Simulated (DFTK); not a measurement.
Input of a DFTK 0.8.2 run:

Contents of run.jl:

```julia
using DFTK
using PseudoPotentialData
using Unitful, UnitfulAtomic
using LinearAlgebra, Printf
include("save.jl")
disable_threading()

# lattice vectors are the columns
lattice = austrip(1u"Å") * [           0.0          2.256          2.256;
                    2.256            0.0          2.256;
                    2.256          2.256            0.0]
symbols   = [:Hf, :N]
positions = [[0.025578, 0.011518, -0.01355],
             [0.486813, 0.502851, 0.51365]]
pseudopotentials = PseudoFamily("dojo.nc.sr.pbesol.v0_4_1.standard.upf")
elements = Dict(s => ElementPsp(s, pseudopotentials) for s in unique(symbols))
atoms    = [elements[s] for s in symbols]

build_model(lattice, positions; symmetries=true) =
    model_DFT(lattice, atoms, positions;
              functionals=PBEsol(),
              temperature=austrip(0.05u"eV"),
              smearing=Smearing.FermiDirac(),
              symmetries)
Ecut  = 42.0  # hartree
kgrid = [10, 10, 10]
tol   = 1e-6
to_GPa = ustrip(uconvert(u"GPa", 1u"hartree/bohr^3"))

model = build_model(lattice, positions)
basis = PlaneWaveBasis(model; Ecut, kgrid)
display(basis)
scfres = self_consistent_field(basis;
                               tol,
                               nbandsalg=AdaptiveBands(model; n_bands_converge=13))
display(scfres.energies)
@printf "Fermi level: %.6f eV\n" ustrip(auconvert(u"eV", something(scfres.εF, NaN)))
forces = compute_forces_cart(scfres)
println("Forces (eV/Å)")
for (s, f) in zip(symbols, forces)
    @printf "%-3s %12.6f %12.6f %12.6f\n" s ustrip.(auconvert.(u"eV/Å", f))...
end
stress = compute_stresses_cart(scfres)
println("Stress (GPa)")
display(round.(stress * to_GPa; digits=4))
println("Levels at the first k-point (eV): ", round.(ustrip.(auconvert.(u"eV", scfres.eigenvalues[1][1:scfres.n_bands_converge])); digits=4))
save_scf!(scfres; forces, stress)
```

Potentials or basis: dojo.nc.sr.pbesol.v0_4_1.standard.upf (PBEsol).

The run is started by

```bash
$ julia --threads=1 run.jl  # save.jl only writes the numbers to a file and isn't shown; printed stress counts tension as positive; times include loading and compiling
```

Q: Estimate the largest force.

A: 1.350 eV/Å.

Q: Estimate the band gap on the k mesh.

A: None (metal or under the smearing width).

Q: Predict the pressure.

A: -0.9 GPa.

Stress tensor (GPa, compression positive):
```
-2.00  0.09  0.47
 0.09 -2.37 -0.30
 0.47 -0.30  1.57
```

Spin-orbit coupling is left out, which matters for the levels of Hf.
